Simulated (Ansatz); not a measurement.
# SnO under changes of volume

One of the cells (17.769 Å³/atom); the others are scaled copies at fixed shape and fractional positions:

```xyz
4
Lattice="3.8137 0.0000 0.0000 0.0000 3.8137 0.0000 0.0000 0.0000 4.8869" Properties=species:S:1:pos:R:3 pbc="T T T"
Sn    1.9068    0.0000    3.7367
Sn    0.0000    1.9068    1.1503
O     0.0000    0.0000    0.0000
O     1.9068    1.9068    0.0000
```

The cell is a database's computed one.

- Program: Ansatz 0.2.0
- Functional: BPBE
- Potentials or basis: Ansatz PAW
- Cutoff: 420 eV (not typed: the program's choice for these potentials)
- k mesh: 7 × 7 × 6
- Occupations: fermi-dirac, width 0.05 eV
- Spin: no spin polarisation

| volume (Å³/atom) | energy over the lowest point (meV/atom) | pressure (GPa) | gap on the mesh (eV) | largest force (eV/Å) |
| --- | --- | --- | --- | --- |
| 16.703 | 50.63 | 10.3 | 0.16 | 1.283 |
| 17.058 | ? | ? | ? | ? |
| 17.414 | 16.09 | 5.4 | 0.32 | 0.627 |
| 17.769 | 6.45 | 3.3 | 0.39 | 0.336 |
| 18.125 | 1.21 | 1.4 | 0.46 | 0.067 |
| 18.480 | 0.00 | -0.3 | 0.53 | 0.184 |
| 18.835 | 2.31 | -1.8 | 0.59 | 0.418 |

What does the run at 17.058 Å³/atom give?

Energy over the lowest point 30.62 meV/atom; pressure 7.7 GPa; gap on the mesh 0.24 eV; largest force 0.941 eV/Å.

Worked out: A Birch-Murnaghan fit of order 3 (a polynomial in V^(-2/3)) to the other rows has its minimum at 18.42 Å³/atom with B0 = V·E''(V) = 85 GPa and B' = 4.4 at fixed shape and positions, which overstates the stiffness. It gives 30.65 meV/atom at 17.058 Å³/atom, against the run's 30.62, and -dE/dV = 7.7 GPa, against 7.7. A straight line through the other rows of the gap, of slope 3.58 eV per unit of ln V, gives 0.24 eV, against the run's 0.24.

Energies are extrapolated to zero smearing.

Caveats: odd divisions of the mesh miss points on the zone boundary, where band edges often lie, so the gap on the mesh can be too wide; spin-orbit coupling is left out, which moves the levels of the heavy elements; the PAW data sets come from PBE, with cores solved anew for the run's functional, which leaves a small shift of forces and pressure; forces of over 1 eV/Å show positions far from the minimum, so gaps and moduli don't describe the material at rest (some runs).

A mesh can miss the band edges.
